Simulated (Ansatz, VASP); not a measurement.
## Two plane-wave programs on Tl

```
Tl
1.0
     5.41113    0.00000    0.00000
    -2.70557    4.68618    0.00000
     0.00000    0.00000    3.31703
Tl
3
Direct
  0.00000 0.00000 0.00000
  0.33333 0.66667 0.50000
  0.66667 0.33333 0.50000
```

The cell was built by a generator and needn't be a form met in nature.

Alike in both runs: task relaxation of cell and atoms; functional LDA; k mesh 7 × 7 × 10; occupations fermi-dirac, width 0.1 eV; no spin polarisation.

```csv
,VASP,Ansatz
version,VASP 6.6.1,Ansatz 0.2.0
potentials or method,"VASP PAW LDA potentials, release 64 (Tl_d)","plane waves (420 eV) with PAW, scalar-relativistic"
plane-wave cutoff (eV),600,420
valence electrons in the cell,39,39
```

|  | VASP | Ansatz | Ansatz less VASP |
| --- | --- | --- | --- |
| relaxed volume (Å³/atom) | 27.52 | 27.43 | -0.093 |
| relaxed cell length with the largest relative difference (Å) | 3.308 | 3.302 | -0.0060 |
| energy change over the relaxation (meV/atom) | -1 | -2 | -0.4 |

Ansatz warned: «pseudo_functional_mismatch».

Spin-orbit coupling is left out, which matters for the levels of Tl.
